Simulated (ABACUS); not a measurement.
Crystal: La.

```
La
1.0
    -2.12383    2.12383    2.12383
     2.12383   -2.12383    2.12383
     2.12383    2.12383   -2.12383
La
1
Direct
  0.00000 0.00000 0.00000
```

This isn't the form of La at room conditions, which is double hcp.

Base run:

* Program: ABACUS 3.10.1
* Functional: PBEsol
* Potentials or basis: PseudoDojo NC SR 0.5 PBE standard
* Cutoff: 1510 eV
* Density cutoff: 6041 eV
* Basis: plane waves
* k mesh: 7 × 7 × 7
* Occupations: fermi-dirac, width 0.05 eV
* Spin: no spin polarisation

Its results: band gap on the k mesh none (metal or under the smearing width); pressure -2.4 GPa.

Question: The run is repeated on the same cell with these changes: functional from PBEsol to PBE; potentials or basis from PseudoDojo NC SR 0.5 PBE standard to PseudoDojo NC SR 0.4.1 PBE standard. What comes out?

Answer: Band gap on the k mesh none (metal or under the smearing width); pressure -0.3 GPa.

Caveats: the potentials were made for another functional, which shifts forces and pressure (some runs).
